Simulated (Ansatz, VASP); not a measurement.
**As in VASP and in Ansatz**

INCAR

```
SYSTEM = As
PREC     = Accurate       ! precision mode
ENCUT    = 520            ! plane-wave cutoff, eV
EDIFF    = 1E-7           ! SCF threshold, eV
ISMEAR   = -1             ! smearing method
SIGMA    = 0.05           ! smearing width, eV
LREAL    = .FALSE.        ! projectors in reciprocal space
LASPH    = .TRUE.         ! aspherical terms in the spheres
NELM     = 100            ! most SCF steps
ALGO     = Normal         ! electronic algorithm
ISIF     = 2              ! what is computed and relaxed
LWAVE    = .FALSE.        ! write WAVECAR
LCHARG   = .FALSE.        ! write CHGCAR
GGA      = PE             ! functional
NBANDS   = 12             ! bands
```

File KPOINTS:

```
regular mesh
0
G
  9 9 9
  0 0 0
```

Contents of POSCAR:

```
As
1.0
    1.9055470646      1.1001681106      3.5603049553
   -1.9055470646      1.1001681106      3.5603049553
    0.0000000000     -2.2003362214      3.5603049553
As
2
Direct
    0.2260000000      0.2260000000      0.2260000000
    0.7740000000      0.7740000000      0.7740000000
```

input.yaml

```yaml
crystal:
  lattice:
    - [1.9055470646, 1.1001681106, 3.5603049553]
    - [-1.9055470646, 1.1001681106, 3.5603049553]
    - [0.0, -2.2003362214, 3.5603049553]
  atoms:
    - { symbol: As, position: [0.226, 0.226, 0.226] }
    - { symbol: As, position: [0.774, 0.774, 0.774] }
hamiltonian:
  xc: pbe
  pseudopotentials: { kind: paw }
kpoints:
  mp_grid: { grid: [9, 9, 9] }
scf:
  occupations: { method: fermi_dirac, width: 0.05 }
output:
  forces: true
  stress: true
  eigenvalues: true
  write_density: true
  write_potential: true
  elf: true
  volumetric_format: npy
```

Change from the starting cell: volume scaled by 1.04.

Alike in both runs: task single point; functional PBE; k mesh 9 × 9 × 9; occupations fermi-dirac, width 0.05 eV; no spin polarisation.

```csv
,VASP,Ansatz
version,VASP 6.6.1,Ansatz 0.2.0
potentials or method,"VASP PAW PBE potentials, release 64 (As)",Ansatz PAW
plane-wave cutoff (eV),520,420
valence electrons in the cell,10,30
```

VASP gave:

| Property | Result |
| --- | --- |
| gap on the k mesh at the Fermi level (eV) | none |
| pressure (GPa) | 0.9 |
| largest component of the traceless stress (GPa) | 0.21 |
| rms of the force components (eV/Å) | 0.127 |

Problem. Estimate Ansatz's values.

Solution. gap on the k mesh at the Fermi level (eV): none; pressure (GPa): 0.7; largest component of the traceless stress (GPa): 0.30; rms of the force components (eV/Å): 0.098.

Atom by atom the forces differ by 0.029 eV/Å (rms over components). A gap of «none» marks a metal or a gap that the smearing closes. The two sets of potentials don't hold the same shells in valence.
